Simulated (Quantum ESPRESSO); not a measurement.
## HgTe (Coloradoite) under changes of volume

One of the cells (33.215 Å³/atom); the others are scaled copies at fixed shape and fractional positions:

```
Hg Te
1.0
     0.00000    3.21450    3.21450
     3.21450    0.00000    3.21450
     3.21450    3.21450    0.00000
Hg Te
1 1
Direct
  0.00000 0.00000 0.00000
  0.75000 0.75000 0.75000
```

```yaml
Program: Quantum ESPRESSO 7.5
Functional: EV93
Potentials_or_basis: PseudoDojo 0.4.1 SR PBE standard
Cutoff: 1088 eV
Density_cutoff: 4354 eV
k_mesh: 7 × 7 × 7
Occupations: fermi-dirac, width 0.05 eV
Spin: no spin polarisation
```

| volume (Å³/atom) | energy over the lowest point (meV/atom) | pressure (GPa) |
| --- | --- | --- |
| 31.223 | 441.81 | 23.0 |
| 31.887 | 350.63 | 21.0 |
| 32.551 | 267.37 | 19.2 |
| 33.215 | 191.29 | 17.5 |
| 33.880 | 121.75 | 16.0 |
| 34.544 | ? | ? |
| 35.208 | 0.00 | 13.4 |

Question: What does the run at 34.544 Å³/atom give?

Answer: Energy over the lowest point 58.16 meV/atom; pressure 14.6 GPa.

Worked out: A Birch-Murnaghan fit of order 3 (a polynomial in V^(-2/3)) to the other rows has no minimum within the range. It gives 58.16 meV/atom at 34.544 Å³/atom, against the run's 58.16, and -dE/dV = 14.7 GPa, against 14.6.

Energies are extrapolated to zero smearing.

Caveats: the potentials were made for another functional, which shifts forces and pressure; the potentials were made for a functional far from this one.
